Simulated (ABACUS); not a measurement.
Runs of ABACUS 3.10.1 on Si2Ni. It takes space group Fm-3m (No. 225, cubic). The conventional cell has a = 5.406 Å, b = 5.406 Å, c = 5.406 Å, α = 90.00°, β = 90.00°, γ = 90.00°. Ni (site symmetry m-3m) is surrounded by 8 Si at 2.34 Å. Si (site symmetry -43m) has 4 Ni at 2.34 Å as nearest neighbours. 

```tsv
task	level	potentials or basis	k mesh	cutoff (eV)	radial cutoff of the potentials (pseudo_rcut)	gap on the mesh (eV)	pressure (GPa)	moment (μB)
single point	PBE	PseudoDojo NC SR 0.5 PBE stringent, plane waves	6 × 6 × 6	1429	7 bohr	none	(a)	0.00
single point	PBE	GBRV ultrasoft 1.5 PBE, plane waves	6 × 6 × 6	544	10 bohr	none	2.1	0.00
single point	PBE	SG15 ONCV 1.2 PBE, plane waves	6 × 6 × 6	1333	7 bohr	none	4.7	0.00
single point	PBE	Ansatz NC PBE, plane waves	6 × 6 × 6	1401	7 bohr	none	3.8	0.00
```

Alike in all rows: spin collinear, ferromagnetic start; cell as given; smearing fermi-dirac 0.05 eV.

Question: Estimate the missing entries.

Answer: (a) 3.9.

Caveats: there are fewer bands than atomic start orbitals, so a level may be missed at k points of high symmetry (some runs).

A gap of «none» marks a metal or a gap under the smearing width.
